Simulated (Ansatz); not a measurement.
## Ir(111) / 3 layers Tc(0001) / Ir(111): resistance against film thickness

Wanted: interface resistance and thickness dependence for Ir(111) / 3 layers Tc(0001) / Ir(111).

Calculated with Ansatz 0.2.0; Ansatz plane-wave DFT, PBEsol, PAW files; ballistic transport by layer matching (Landauer), zero bias; PAW set ansatz+soft_1, in the first sound run; inputs show where later runs differ.

## Step 1: Set-up

The cell holds 11 atoms: 8 Ir and 3 Tc. Cell: a = 2.715 Å, b = 2.715 Å, c = 24.453 Å, α = 90.0°, β = 90.0°, γ = 120.0°. It derives from Ir and Tc. Regions: lead, 8 atoms (8 Ir); films, 3 atoms (3 Tc). The structure is stacked along c, and the current runs across the ab planes.

## Step 2: With 3 layers

The film is laid into the lead at the lead's in-plane lattice, and the cell closes on the lead's own image. The mesh across the current, 30×30, is finer than the density's, because channels open and close sharply across the zone. Energies from -1 to 1 eV in steps of 0.036 eV cover the slope of the Fermi function at 300 K, so the program can form a conductance.

input.yaml

```yaml
crystal:
  lattice:
    - [2.7148657757, 0.0, 0.0]
    - [-1.3574328878, 2.3511427296, 0.0]
    - [0.0, 0.0, 24.4531444579]
  atoms:
    - { symbol: Ir, position: [0.0, 0.0, 0.0453250221] }
    - { symbol: Ir, position: [0.3333333333, 0.6666666667, 0.1359750662] }
    - { symbol: Ir, position: [0.6666666667, 0.3333333333, 0.2266251103] }
    - { symbol: Ir, position: [0.0, 0.0, 0.3172751544] }
    - { symbol: Tc, position: [0.3333333333, 0.6666666667, 0.4084001176] }
    - { symbol: Tc, position: [0.6666666667, 0.3333333333, 0.5] }
    - { symbol: Tc, position: [0.3333333333, 0.6666666667, 0.5915998824] }
    - { symbol: Ir, position: [0.6666666667, 0.3333333333, 0.6827248456] }
    - { symbol: Ir, position: [0.0, 0.0, 0.7733748897] }
    - { symbol: Ir, position: [0.3333333333, 0.6666666667, 0.8640249338] }
    - { symbol: Ir, position: [0.6666666667, 0.3333333333, 0.9546749779] }
kpoints:
  mp_grid: { grid: [16, 16, 1] }
hamiltonian:
  xc: pbesol
  pseudopotentials: { kind: paw, azcp: { Ir: "soft_1/Ir.paw.azcp" }, xc_functional: pbe }
scf:
  occupations: { method: fermi_dirac, width: 0.1 }
output:
  transmission: { leads: [[0, 1]], kmesh: [30, 30], e_range: [-1.0, 1.0], de: 0.036 }
  write_potential: true
  write_density: true
  volumetric_format: npy
  elf: true
```

The run is started by

```
> ansatz run input.yaml --threads 4 --pin off --max-ram 8192MiB --backend cpu --events-out ev --progress --plain --runs-dir out
```

Numbers of over 12 decimals in the logs are rounded to 6 here.

The program printed:

```text
Engine: ansatz 0.2.0, aarch64-unknown-linux-gnu
Pseudopotentials: kind: paw
Pseudopotential: Ir, paw, valence charge 17, recommended cutoff 420 eV (normal), soft_1/Ir.paw.azcp
Pseudopotential: Tc, paw, valence charge 15, recommended cutoff 500 eV (normal), Tc.paw.azcp
Functional definition: PBEsol
  exchange = pbesol_x
  correlation = pbesol_c
Crystal: 11 atoms, lattice volume = 156.085 Å³
Basis set: ecut = 500 eV, 3905 PW (Γ)
Bands: 109, of which v1, the nominal top of the filled ones, is band 91 counted from 1 (90 counted from 0)
Symmetry: 6 space group operations
Space group: P3m1 (ITA 156), of the structure as read, at distance tolerance 5.4e-5 Å
k-points: 30 of 256 (time reversal used)
Non-local potential: Ir, projectors of the file, l = 0: 3, l = 1: 2, l = 2: 2, l = 3: 1
Non-local potential: Tc, projectors of the file, l = 0: 3, l = 1: 3, l = 2: 2, l = 3: 2
PAW form: soft (Blöchl's): semilocal exchange-correlation on the pseudo side does not see the compensation charge
PAW frozen core: Ir, regenerated for the run's functional, and the local potential with it (the file was generated under x = pbe(κ = 0.804, μ = 0.219515), c = pbe(β = 0.066725))
PAW frozen core: Tc, regenerated for the run's functional, and the local potential with it (the file was generated under x = pbe(κ = 0.804, μ = 0.219515), c = pbe(β = 0.066725))
PAW one-centre angular grid: Ir, 590 points (default); XC on 64 Gauss nodes
PAW one-centre angular grid: Tc, 590 points (default); XC on 64 Gauss nodes
Initial density: superposition of atomic densities (chi_scale 0.1, normalization cell, long waves of neutral atoms (reshape's long-wave potential 14.34 eV rms, cloud 2.88 Å wide))
Initial wavefunctions: pseudopotential atomic-orbital guess
Functional: x = pbesol(κ = 0.804, μ = 0.123457), c = pbesol(β = 0.046)
SCF iter   1: F=—  HF=-110441.623395 eV  |F-HF|=—  |Δ(HF+E_count)|=         —  Δρ=2.24e-1  dr2=2.59e3  ethr=3.10e-3  ⟨swp⟩=5.6  Hψ=10802  notcnv=0  defer=13
preconditioner: auto → Kerker (q_TF=auto, 2.796 Å⁻¹)  [metal: Δε(μ)=0.012 eV  Ē_g=6.419 eV  σ=0.100 eV  W_gap=0.03  n_scr=62 (ndim 8)  ℏωp=28.7 eV  f_vac=0.000  D(μ)=10.27/eV (n_scr^D=128)]
SCF iter   2: F=—  HF=-110425.023582 eV  |F-HF|=—  |Δ(HF+E_count)|=    1.66e1  Δρ=1.05e-1  dr2=7.61e2  ethr=3.10e-3  ⟨swp⟩=2.1  Hψ=5250  notcnv=0  defer=40
SCF iter   3: F=—  HF=-110417.697967 eV  |F-HF|=—  |Δ(HF+E_count)|=    7.33e0  Δρ=2.43e-2  dr2=4.84e1  ethr=3.10e-3  ⟨swp⟩=2.9  Hψ=5477  notcnv=0  defer=33
SCF iter   4: F=—  HF=-110417.100445 eV  |F-HF|=—  |Δ(HF+E_count)|=   5.98e-1  Δρ=8.62e-3  dr2=2.07e-1  ethr=3.10e-3  ⟨swp⟩=2.2  Hψ=3762  notcnv=0  defer=33
SCF iter   5: F=—  HF=-110417.078307 eV  |F-HF|=—  |Δ(HF+E_count)|=   2.21e-2  Δρ=2.17e-3  dr2=1.22e-1  ethr=1.14e-4  ⟨swp⟩=2.3  Hψ=4875  notcnv=0  defer=30
SCF iter   6: F=—  HF=-110417.075621 eV  |F-HF|=—  |Δ(HF+E_count)|=   2.69e-3  Δρ=9.84e-4  dr2=5.90e-3  ethr=6.75e-5  ⟨swp⟩=1.0  Hψ=3236  notcnv=0  defer=30
SCF iter   7: F=—  HF=-110417.075280 eV  |F-HF|=—  |Δ(HF+E_count)|=   3.41e-4  Δρ=3.74e-4  dr2=1.11e-3  ethr=3.26e-6  ⟨swp⟩=1.0  Hψ=3236  notcnv=0  defer=30
SCF iter   8: F=—  HF=-110417.075216 eV  |F-HF|=—  |Δ(HF+E_count)|=   6.37e-5  Δρ=5.85e-5  dr2=3.36e-5  ethr=6.12e-7  ⟨swp⟩=1.0  Hψ=3237  notcnv=0  defer=30
SCF iter   9: F=—  HF=-110417.075350 eV  |F-HF|=—  |Δ(HF+E_count)|=   1.33e-4  Δρ=1.10e-5  dr2=2.60e-6  ethr=1.86e-8  ⟨swp⟩=1.9  Hψ=3464  notcnv=0  defer=30
SCF iter  10: F=—  HF=-110417.075350 eV  |F-HF|=—  |Δ(HF+E_count)|=   2.18e-8  Δρ=2.69e-6  dr2=1.24e-7  ethr=1.44e-9  ⟨swp⟩=1.3  Hψ=3251  notcnv=0  defer=30
SCF iter  11: F=-110417.075350 eV  HF=-110417.075350 eV  |F-HF|=4.95e-9  |Δ(HF+E_count)|=   1.30e-9  Δρ=5.53e-7  dr2=5.09e-9  ethr=5.52e-11  ⟨swp⟩=5.7  Hψ=7145  notcnv=0
SCF 1 converged in 11 iterations: F = -110417.075350 eV  dr2 = 5.09e-9
  greatest PAW one-centre occupation: 1.000 electrons in one spin orbital (limit 2), on the Ir atom at site 7 (counted from 0), in its partial waves of l = 0
transmission: 404 of 4004 steps passed
transmission: 804 of 4004 steps passed
[...]
transmission: 4004 of 4004 steps passed
SCF converged after 11 iterations
Free energy (F): -110417.075350 eV
Harris-Foulkes:  -110417.075350 eV  (|F-HF|=4.95e-9)
Internal energy: -110416.726810 eV  (E = F + TS)
E sigma→0 (E₀):  -110416.901080 eV
Entropy (-TS):   -0.348539 eV (-31.685 meV/atom)
Fermi energy:    24.689598 eV
--- Per-component energies (eV) ---
  E_band       = -854.211580
  E_kinetic    = 6189.175143
  E_local      = -13676.888240  (includes V_loc(G=0)·N_el)
  E_nonlocal   = 2409.323118
  E_hartree    = 4893.554446
  E_xc         = -2547.285019
  E_vxc        = -2934.938756  (∫ρ·V_xc dr)
  E_paw        = -82698.030221  (= ΣΔE_a)
  E_vpaw       = -2627.992761  (= ΣTr[D̂ρ^β])
  E_aug_tail   = 0.002115  (compensation charges beyond the density's cutoff)
  E_ewald      = -24989.381471
  E_core_change = 2.803319  (= ΣΔE_core)
  E_smearing   = -0.348539  (= −TS)
  E_closure    = -0.000000  (closes the sum)
  Σ components = -110417.075350   (vs F -110417.075350, Δ=0.00e0)
--- Band table (eV; the first three rows and the last of 30) ---
  k-point 0: bands = [... 87 lower, 23.4336, 23.4546, 23.4546, 23.6238, 23.6238, 23.7970, 23.7970, 23.8398, ... 14 higher]
  k-point 1: bands = [... 87 lower, 23.3730, 23.3933, 23.4572, 23.4665, 23.6078, 23.6552, 23.8990, 23.9226, ... 14 higher]
  k-point 2: bands = [... 87 lower, 23.1561, 23.3528, 23.4302, 23.4316, 23.6357, 23.7012, 23.8248, 23.9981, ... 14 higher]
  k-point 29: bands = [... 87 lower, 24.6177, 24.9758, 25.1080, 25.1237, 25.2200, 25.3543, 25.4994, 25.6160, ... 14 higher]
--- Transmission ---
  basis      : 61 plane waves across, 44 finite elements along
  points     : 91, standing for a mesh of 30 x 30
  filling    : by the input's occupations and mesh, since the crystals that have channels conduct as metals do. If one of these is a semiconductor, that mesh has misplaced its level
  energies   : 56 from -1.000000 to 0.980000 eV about the Fermi level, 0.036000 eV apart; the leads are filled to 0.000000 eV, and channels, transmission and decay are at 0.008000 eV
  crystal 0  : Ir1, at the sites [0, 1], period 2.2167 Å, over 17.73 Å; its Hamiltonian steps by up to 3.3 meV
    offset         : up to 0.0000 Å between an atom of the period and one for which it stands
    filled         : 1.2 meV over the level at which it is neutral
    channels       : 1.588889e0 a spin
    conductance    : 1.9302e15 S/m² at 300 K; may be off by some 0.0 % by where its bands' edges are placed, 6.0 % from the k-mesh, 0.0 % from the distance to neutral
    slowest decay  : 0.0360 /Å at (0.3333, 0.3333)
  junction   : crystal 0 to crystal 0, 0.70 to 22.93 Å
    transmission   : 6.286690e-1 a spin
    conductance    : 7.6289e14 S/m² at 300 K (6.6197e14 on every other point, 7.6121e14 on every other energy)
    error estimate : 0.2 % from the energy spacing and 0.2 % from band edges of the leads and from resonances (wavevectors taken as independent; lower de), 8.6 % from the k-mesh, 1.9 % from the steps of its leads' Hamiltonians or their offsets (lay more layers), 0.0 % from the distance to neutral
    resistance     : 7.9273e-4 Ω µm² beyond half of each lead's own
```

Wall time 2 min (4 threads of Arm Neoverse V2, shared host); peak memory 1.1 GiB; 7.4 min of CPU time.

In the SCF lines HF is the Harris–Foulkes energy and dr2 the Hartree energy of the density residual, in eV; the loop may stop once dr2 is under the threshold and the program's other checks hold. Hψ counts applications of the Hamiltonian.

This step gave:

```
free energy                                                                : -110417.0753 eV
energy at zero smearing                                                    : -110416.9011 eV
Fermi energy                                                               : 24.69 eV
cell area                                                                  : 6.383 Å²
step of the lead's potential                                               : 3.3 meV
ballistic conductance of the lead                                          : 1.93e15 S/m²
estimated errors of the lead's conductance                                 : 0, 6, 0 % (band edges, k-mesh, distance from neutral)
lead conductance per cell                                                  : 1.590 G₀
conductance of the junction                                                : 7.63e14 S/m²
junction conductance per cell                                              : 0.6285 G₀
estimated errors of the junction's conductance                             : 0.2, 0.2, 8.6, 1.9, 0 % (energy step, band edges, k-mesh, leads' steps, distance from neutral)
area resistance that the stack adds (contact term taken off, spin by spin) : 0.7927 fΩ m²
```

Per spin. Transmission, zone mean against energy, zero at the Fermi level:

energy (eV), transmission, zone mean and a bar from the least value:
```
   -1.000      0.614 
   -0.892      0.687 ########
   -0.820      0.749 ##############
   -0.712      0.769 ################
   -0.676      0.776 #################
   -0.640      0.768 ################
   -0.532      0.751 ###############
   -0.424      0.704 ##########
   -0.352      0.687 ########
   -0.244      0.688 ########
   -0.136      0.637 ##
   -0.064      0.633 ##
    0.008      0.629 ##
    0.044      0.625 #
    0.116      0.628 #
    0.224      0.648 ####
    0.332      0.669 ######
    0.404      0.729 ############
    0.512      0.786 ##################
    0.620      0.866 ###########################
    0.692      0.842 ########################
    0.764      0.897 ##############################
    0.800      0.885 #############################
    0.872      0.876 ############################
    0.980      0.808 #####################
```

Per spin. Open channels, zone mean, lead against energy, zero at the Fermi level:

| energy (eV) | open channels, zone mean, lead |
| --- | --- |
| -1.000 | 1.53 |
| -0.964 | 1.49 |
| -0.892 | 1.48 |
| -0.856 | 1.45 |
| -0.784 | 1.44 |
| -0.748 | 1.50 |
| -0.676 | 1.53 |
| -0.640 | 1.54 |
| -0.568 | 1.54 |
| -0.532 | 1.58 |
| -0.460 | 1.50 |
| -0.424 | 1.46 |
| -0.352 | 1.44 |
| -0.316 | 1.48 |
| -0.244 | 1.51 |
| -0.208 | 1.57 |
| -0.136 | 1.57 |
| -0.100 | 1.58 |
| -0.028 | 1.59 |
| 0.008 | 1.59 |
| 0.080 | 1.62 |
| 0.116 | 1.66 |
| 0.188 | 1.63 |
| 0.224 | 1.64 |
| 0.296 | 1.68 |
| 0.332 | 1.70 |
| 0.404 | 1.76 |
| 0.440 | 1.79 |
| 0.512 | 1.89 |
| 0.548 | 1.93 |
| 0.620 | 2.04 |
| 0.656 | 2.02 |
| 0.728 | 1.92 |
| 0.764 | 1.99 |
| 0.836 | 1.83 |
| 0.872 | 1.83 |
| 0.944 | 1.64 |
| 0.980 | 1.55 |

Transmission over k1 and k2. At 0.0080 eV from the Fermi level.

Ten even steps from '0' (0.00) to '9' (1.64), each cell a mean:
```
885243410042425885210410032125
444445340014454453210210003001
344456453444556544431410000131
434561013222321145425310000013
123450126555564112543100000000
000141568665566865341000011111
321050556786557776523201343033
433340555676545675553234432011
344451555464322345455534454323
644560466664211123566661364357
984461138785310012368682125459
885346216676531111246766306545
443245434555553222346565615443
311133353255556544457555514442
421024420323567875568765515023
122022100023366876556686615000
000000000125522366555672215421
320000001353453114433341006444
424000001423455443434434356544
310020001101324445451005354443
642032001401257753534002434357
984235200343359984335200344359
```
Columns: k1 (b1) from -0.5 to 0.467; rows upwards: k2 (b2) from -0.5 to 0.467.

Open channels over k1 and k2. At 0.0080 eV from the Fermi level.

Ten even steps from '_' (0.00) to '@' (3.47), each cell a mean:
```
++++++::++--::::::::::::++--++++++++::::::::::::::::::::::++
======::++++==::::::::::++++========::::__..::::::::::__..::
====++++@@++--++########++--++@@++++++==::::::==::::==::::::
::::==++==++++++++------++++++++++==++::::::::::::__::::::::
::::::====++++++++++++++++++++++++==++::::::::::::::==::::::
::::::::%%++++++++++++++++++++++++++++##--::::::::::--::::::
::::::::%%::++++++++++++++++++++++++++==**++::::::::::__..::
==::::::%%::++++++++++++++++++++++++++++====**::::::==....::
--==++++++++++++++++++++++++++++++++++++++++++++++++++::----
++====++==++++++++++++++++++++++++++++++++++++++==++++::++++
++++++--@@++++++++++++++++++++++++++++++++++++++++++@@::++++
++++++::++++==++++++++++++++++++++++++++++++++++++++++++--==
======::++++==++++++++++++++++++++++++++++++++++++++==++++==
++::::::++------##--++++++++++++++++++++++++++++++--%%------
::::____::::::::::**====++++++++++++++++++++++++++::%%::::::
::::::..::::::::::::++**++++++++++++++++++++++++++==%%::::::
::::::::++::::::::::::--++++++++++++++++++++++++++++++--::::
::::::::::..::::::::::::++==++++++++++======++++++++==++==::
==::::::==..::==::::::==++++++@@++--++******##++--++@@++++==
--::____--::::--::____--------==++++++----------==++**------
++==::..::::::::::::..::::++++++====++::::::::::::==++::++++
++++==::==::::::::::::==::++++++++==--==::::::::::::++::++++
```
Columns: k1 (b1) from -0.5 to 0.467; rows upwards: k2 (b2) from -0.5 to 0.467.

ELF in the ca plane at fractional y = 0.333, with atoms of Ir and Tc within 0.2 Å of it. It is the smooth field of the valence electrons, not physical close to the nuclei.

Ten even steps from '0' (0.16) to '9' (0.71), each cell a mean:
```
22211122222366632222222111122259941221112346
22100122222576742222211122332498892232233367
22100022222665751222210123342594593243233366
22100122222577742222211112232399982232123357
22211223222355522222222112222147731222212335
44222234322223222234322135412212212114521222
54323245422223221245423136511322223115630123
44222234322223222234322124312212212114411222
```
Columns run along c (16.0 Å, from fractional 0.04 to 0.69 of the cell), rows up along a (2.7 Å). Atoms in or near the plane, at fractional coordinates: Ir at (0.23, 0.67), Tc at (0.50, 0.67), Ir at (0.68, 0.67).

Electrostatic potential energy in the ca plane at fractional y = 0.333, with atoms of Ir and Tc within 0.2 Å of it. With pseudopotentials it is smooth inside the atoms' cores, unlike the true potential.

Ten even steps from '0' (-55 eV) to '9' (26 eV), each cell a mean:
```
88999988999743479988899998999852369998899964
99999999998410159999999999999710028999999841
99999999998300148999999999999610017999999730
99999999998510269999999999999720038999999841
88999988899854589988899988899974579998899975
66799866799988899876789976789998899987689998
55799865789999999865689876689999999986679999
66799876799987899876789987789998899987789998
```
Columns run along c (16.0 Å, from fractional 0.04 to 0.69 of the cell; values clipped at the 3rd and 97th percentile), rows up along a (2.7 Å). Atoms in or near the plane, at fractional coordinates: Ir at (0.23, 0.67), Tc at (0.50, 0.67), Ir at (0.68, 0.67).

Valence density in the ca plane at fractional y = 0.333, with atoms of Ir and Tc within 0.2 Å of it. It is the smooth field of the valence electrons, not physical close to the nuclei.

Values in e/Å³, 5 rows by 16 columns, each cell a mean:
```
0.5 0.3 0.5 0.4 3.7 2.4 0.5 0.5 0.3 0.5 0.6 4.2 1.0 0.4 0.4 2.6
0.3 0.2 0.3 0.5 6.6 4.4 0.4 0.3 0.2 0.3 0.9 6.8 2.0 0.3 0.4 4.7
0.5 0.3 0.6 0.5 3.5 2.3 0.4 0.5 0.3 0.5 0.6 4.0 1.0 0.5 0.4 2.5
1.4 0.5 1.4 0.6 0.6 0.5 0.9 1.1 0.5 1.2 0.4 0.6 0.4 1.1 0.7 0.5
1.5 0.5 1.4 0.6 0.6 0.5 0.9 1.2 0.5 1.2 0.4 0.6 0.4 1.0 0.7 0.5
```
Columns run along c (16.0 Å, from fractional 0.04 to 0.69 of the cell), rows up along a (2.7 Å). Atoms in or near the plane, at fractional coordinates: Ir at (0.23, 0.67), Tc at (0.50, 0.67), Ir at (0.68, 0.67).

The lead's potential steps by 3.3 meV from period to period, small in itself. The program estimates the junction's conductance to 8.6 % from the k-mesh, 0 % from the leads' distance from neutral and 1.9 % from their steps.

By hand: 1/G − 1/G_lead = 1/0.7629 − 1/1.930 = 0.793 fΩ m² with G in 10¹⁵ S/m².

(Part 1 of 3 ends here.)

[Logs are printed without paths, hosts, clocks, repeated set-up lines and the standing remarks that a program may print on its own settings, such as how far it seeks lower states.]

[Hosts, paths, dates, database ids (printed as entryN), source tags and the programs' standing remarks are cut or masked in the printed files.]
